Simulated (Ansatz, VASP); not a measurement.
**SnSe in VASP and in Ansatz**

INCAR

```
SYSTEM = SnSe
PREC = Accurate ; ENCUT = 520
EDIFF = 1E-7 ; ISMEAR = 0
SIGMA = 0.05 ; LREAL = .FALSE.
LASPH = .TRUE. ; NELM = 80
ALGO = Normal ; ISIF = 2
LWAVE = .FALSE. ; LCHARG = .TRUE.
GGA = CA ; LELF = .TRUE.
LVHAR = .TRUE. ; NBANDS = 17
```

File KPOINTS:

```
regular mesh
0
G
  8 8 8
  0 0 0
```

The input POSCAR:

```
SnSe
1.0
    0.0000000000      2.9908474867      2.9466477701
    2.9466477701      0.0000000000      2.9466477701
    2.9466477701      2.9908474867      0.0000000000
Sn Se
1 1
Direct
    0.0000000000      0.0000000000      0.0000000000
    0.5000000000      0.5000000000      0.5000000000
```

Input for Ansatz:

```yaml
crystal:
  lattice:
    - [0.0, 2.9908474867, 2.9466477701]
    - [2.9466477701, 0.0, 2.9466477701]
    - [2.9466477701, 2.9908474867, 0.0]
  atoms:
    - { symbol: Sn, position: [0.0, 0.0, 0.0] }
    - { symbol: Se, position: [0.5, 0.5, 0.5] }
basis:
  ecutwfc: 420
kpoints:
  mp_grid: { grid: [8, 8, 8] }
hamiltonian:
  xc: lda
scf:
  occupations: { method: gaussian, width: 0.05 }
output:
  forces: true
  stress: true
  eigenvalues: true
```

Change from the starting cell: strain +0.0150 x Voigt [0, 1, 0, 0, 0, 0], atoms carried along.

Alike in both runs: task single point; functional LDA; k mesh 8 × 8 × 8; occupations gaussian, width 0.05 eV; no spin polarisation.

```csv
,VASP,Ansatz
version,VASP 6.6.1,Ansatz 0.2.0
potentials or method,"VASP PAW LDA potentials, release 64 (Sn_d, Se)","scalar-relativistic, plane waves, PAW"
plane-wave cutoff (eV),520,420
valence electrons in the cell,20,30
```

|  | VASP | Ansatz | Ansatz less VASP |
| --- | --- | --- | --- |
| gap on the k mesh at the Fermi level (eV) | 0.76 | 0.75 | -0.002 |
| least direct gap on the mesh (eV) | 0.85 | 0.83 | -0.020 |
| pressure (GPa) | -0.8 | -0.8 | -0.09 |
| largest component of the traceless stress (GPa) | 1.32 | 1.31 | -0.013 |

The two sets of potentials don't hold the same shells in valence.

Caveats: spin-orbit coupling is left out, which moves the levels of the heavy elements. A k mesh can miss the band edges.
